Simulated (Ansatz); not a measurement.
# PbS: band gap under strain

Aim: follow the gap of rocksalt PbS through these states: +2.2 % shear in the xy plane; +4.5 % equal strain in all directions; -5.2 % biaxial strain in x and y, z held. The table at the end shows which levels were run.

Code: Ansatz 0.2.0. PAW datasets, plane waves. Calculated at 0 K for a non-magnetic cell.

## Step 1: Starting point

The unstrained cell was relaxed with r2SCAN; in each strained cell the atoms were relaxed again with r2SCAN. Names of k-points are those of the unstrained zone, where strain can split equivalent points. First state: +2.2 % shear in the xy plane.

The symmetry is Immm (No. 71, orthorhombic); conventional cell a = 4.179 Å, b = 4.270 Å, c = 5.974 Å, 26.65 Å³ an atom. Pb has 6 S at 2.99 Å; S has 6 Pb at 2.99 Å.

Coordinates:

```
CELL_PARAMETERS angstrom
0.03241 2.98723 2.98723
2.98723 0.03241 2.98723
3.01964 3.01964 0.00000
ATOMIC_POSITIONS crystal
Pb 0.00000 0.00000 0.00000
S 0.50000 0.50000 0.50000
```

## Step 2: +2.2 % shear in the xy plane: PBE

File input.yaml:

```yaml
crystal:
  lattice:
    - [0.032411475, 2.9872327164, 2.9872327164]
    - [2.9872327164, 0.032411475, 2.9872327164]
    - [3.0196441913, 3.0196441913, -1.0e-10]
  atoms:
    - { symbol: Pb, position: [0.0, 0.0, 0.0] }
    - { symbol: S, position: [0.5, 0.5, 0.5] }
kpoints:
  mp_grid: { grid: [8, 8, 8] }
  band_path:
    path:
      - [0.0, 0.0, 0.0]
      - [0.5, 0.0, 0.5]
      - [0.625, 0.25, 0.625]
      - [0.375, 0.375, 0.75]
      - [0.5, 0.5, 0.5]
      - [0.5, 0.25, 0.75]
    npoints: 1
hamiltonian:
  xc: pbe
scf:
  occupations: { method: fermi_dirac, width: 0.02 }
  n_extra_bands: 4
output:
  forces: true
  stress: true
  eigenvalues: true
```

After this run come: +2.2 % shear in the xy plane: r2SCAN; +2.2 % shear in the xy plane: HSE06; +4.5 % equal strain in all directions: PBE; +4.5 % equal strain in all directions: r2SCAN; +4.5 % equal strain in all directions: HSE06; -5.2 % biaxial strain in x and y, z held: PBE; -5.2 % biaxial strain in x and y, z held: r2SCAN; -5.2 % biaxial strain in x and y, z held: HSE06.

Before running it: what results should come out?

The runs gave:

Least gap in eV (negative: overlap):

| state | PBE | r2SCAN | HSE06 |
| --- | --- | --- | --- |
| +2.2 % shear in the xy plane | 0.34 | 0.58 | 0.77 |
| +4.5 % equal strain in all directions | 0.80 | 1.08 | 1.31 |
| -5.2 % biaxial strain in x and y, z held | 0.08 | 0.14 | 0.29 |

**Reading.** Where both were run, the HSE06 gap lies +0.21 to +0.51 eV from PBE's, each on its own k points. In PBE the gap is least under -5.2 % biaxial strain in x and y, z held (0.08 eV) and largest under +4.5 % equal strain in all directions (0.80 eV). Spin-orbit coupling is left out of the table, though the cell holds Pb (Z = 82); in an element this heavy it can shift bands and gaps by tenths of an eV.
